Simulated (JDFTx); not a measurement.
ZrB2:

```xyz
3
Lattice="3.1700 0.0000 0.0000 -1.5850 2.7453 0.0000 0.0000 0.0000 3.5330" Properties=species:S:1:pos:R:3 pbc="T T T"
Zr    0.0000    0.0000    0.0000
B     1.5850    0.9151    1.7665
B     0.0000    1.8302    1.7665
```

- Program: JDFTx 1.7.0 (patched build)
- Task: single point
- Functional: PBEsol
- Potentials or basis: PseudoDojo-SR-PBEsol-0.4.1-standard with smoothed tails
- Cutoff: 1034 eV
- Density cutoff: 8272 eV
- k mesh: 10 × 10 × 8
- Occupations: fermi-dirac, width 0.05 eV
- Spin: no spin polarisation

On this cell: pressure -3.7 GPa; largest force under 0.003 eV/Å; band gap on the k mesh none (metal or under the smearing width).

The same run follows on a disturbed copy (atoms moved at random, drawn with an rms of 0.05 Å):

```
Zr B
1.0
     3.17000    0.00000    0.00000
    -1.58500    2.74530    0.00000
     0.00000    0.00000    3.53300
Zr B
1 2
Direct
  0.00055 0.02110 0.99126
  0.65467 0.33004 0.49578
  0.34214 0.66506 0.51411
```

**Question.** What does the disturbed cell give?

**Answer.** The energy (extrapolated to zero smearing) moves by +28.4 meV/atom; pressure -2.7 GPa; largest force 1.252 eV/Å; band gap on the k mesh none (metal or under the smearing width).

Forces in eV/Å, atoms in the order of the input:
```
Zr   0.375 -0.835  0.681
B    0.544  0.396  0.047
B   -0.919  0.439 -0.728
```

Stress tensor (GPa, compression positive):
```
-2.49  0.42  0.44
 0.42 -2.74 -0.71
 0.44 -0.71 -2.96
```

Caveats: the empty levels aren't tightly converged.
